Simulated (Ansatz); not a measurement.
Si, space group Fm-3m, a check of PAW against all-electron LAPW

Program: Ansatz 0.2.0 through its Python package.

At the Python prompt:
```pycon
>>> from dataclasses import dataclass
>>> import ansatz
>>> from ase import Atoms
>>> import numpy as np
>>> @dataclass
... class RunConfig:
...     functional: str = "LDA"
...     max_scf: int = 100
...
>>> opts = RunConfig()
>>> def count_gap(report):
...     # lowest empty less highest filled band, counting bands; zero where they overlap
...     return max(report.get("gap_by_band_count_ev") or 0.0, 0.0)
...
>>> atoms = Atoms(
...     ["Si"],
...     scaled_positions=[
...         [0.0, 0.0, 0.0],
...     ],
...     cell=[
...         [0.0, 1.67, 1.67],
...         [1.67, 0.0, 1.67],
...         [1.67, 1.67, 0.0],
...     ],
...     pbc=True,
... )
>>> si = ansatz.Crystal.from_ase(atoms)
>>> si.resolved().tree()["lattice"]
((0.0, 1.67, 1.67), (1.67, 0.0, 1.67), (1.67, 1.67, 0.0))
>>> model = si.calculation()
>>> model = model.kpoints(12, center="gamma")
>>> model = model.functional(opts.functional)
>>> model = model.occupations(ansatz.OccupationsMethod.COLD)
>>> model = model.scf(max_iterations=opts.max_scf)
>>> model = model.stress()
>>> model = model.forces()
>>> model = model.band_table()
>>> variants = {
...     "PAW": model.pseudopotentials("paw"),
...     "LAPW": model.pseudopotentials("all_electron", lapw=True),
... }
>>> rows = []
>>> for label, variant in variants.items():
...     report = variant.run().report
...     levels = np.array(report["eigenvalues_ev"][0]) - report["fermi_energy_ev"]
...     print(label, "levels at the first k-point near E_F:", np.round(levels[np.abs(levels) < 5], 3))
...     rows.append((label, report["n_electrons"], np.trace(report["stress_gpa"]) / 3, count_gap(report)))
...
DeckWarning: basis.ecutwfc = 420 eV, auto-derived from the records' recommended cutoffs: set by Si (normal level)
PAW levels at the first k-point near E_F: []
LAPW levels at the first k-point near E_F: []
>>> lines = [",".join(["treatment", "electrons in bands", "P GPa", "gap by band count eV"])] + [",".join(f"{v:.4f}" if isinstance(v, float) else str(v) for v in row) for row in rows]
>>> print("\n".join(lines))
treatment,electrons in bands,P GPa,gap by band count eV
PAW,4.0000,86.2400,0.0000
LAPW,12.0000,86.1640,0.0000
>>> with open("paw_lapw.csv", "w") as handle:
...     handle.write("\n".join(lines) + "\n")
...
110
```

PAW gives 86.240 GPa and LAPW 86.164 GPa, 0.08 GPa apart. They took 0.5 and 2.5 s of processor time.

What to keep in mind:
- The mesh is modest for a metal, so energies can be off by several to tens of meV an atom and pressures by half a GPa or more; differences at equal mesh fare better.
- A gap by band count of zero or less means overlapping bands, a metal.
- At these settings the cell as given stands under about 86 GPa, so it isn't at this functional's equilibrium volume and may be a high-pressure phase.
- This isn't the structure that Si takes at ambient conditions.
- Levels are Kohn-Sham eigenvalues on this mesh.
- Warnings are shown shortened and without file and line.
- Pressure is positive in compression; the treatments may keep other shells as core, so totals and counts of electrons can differ.
- It ran for 3.6 s on 1 thread of Arm Neoverse V1, on a shared host, peak memory 0.37 GiB.

(Lines on the test bed's own set-up are left out of the output.)
